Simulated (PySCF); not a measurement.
**How well do the runs reproduce experiment for C3H6O2?**

**Measured values to compare with.**

From NIST CCCBDB Release 22 (SRD 101), experimental polarizabilities, for the gas: mean polarisability 6.96 Å³.

The results are set against them at the end.

C₃H₆O₂.
SMILES with atom numbers: `[CH3:1][CH2:2][C:3](=[O:4])[OH:5]` (hydrogens: H6, H7, H8 on C1; H9, H10 on C2; H11 on O5)

Structure used (GFN2-xTB), in Å, numbered top down from 1:
```xyz
11
C3H6O2 angstrom
C     -1.443    0.229    0.412
C     -0.156   -0.574    0.293
C      1.015    0.290   -0.098
O      0.989    1.472   -0.305
O      2.145   -0.431   -0.196
H     -2.269   -0.419    0.691
H     -1.334    1.006    1.164
H     -1.675    0.709   -0.535
H     -0.250   -1.361   -0.459
H      0.095   -1.060    1.239
H      2.888    0.140   -0.447
```

The PySCF runs (gas phase, on this GFN2-xTB geometry; no spin–orbit coupling):

| level | job | basis functions | wall time |
| --- | --- | --- | --- |
| CAM-B3LYP/def2-SVPD | 8 singlets by full TDDFT, 3 Tamm–Dancoff triplets, polarisability | 154 | 18 s |

Hardware: one thread, Arm Neoverse V1, on a shared host.

Results beside the measurements:

**Mean polarisability.** Measured: 6.96 Å³ (NIST CCCBDB Release 22 (SRD 101), experimental polarizabilities).

| level | computed (Å³) | computed − measured (Å³) | % (from the printed values) |
| --- | --- | --- | --- |
| CAM-B3LYP/def2-SVPD | 6.62 | -0.34 | -5 |

The computed values are static and purely electronic, with core orbitals frozen in the response (1 au = 0.148185 Å³). The table of measured values doesn't say here whether a value is static or optical, or holds a vibrational part. The measurement averages over conformers, the calculation has one.

No measured geometry was used, and the causes of the misses weren't examined.
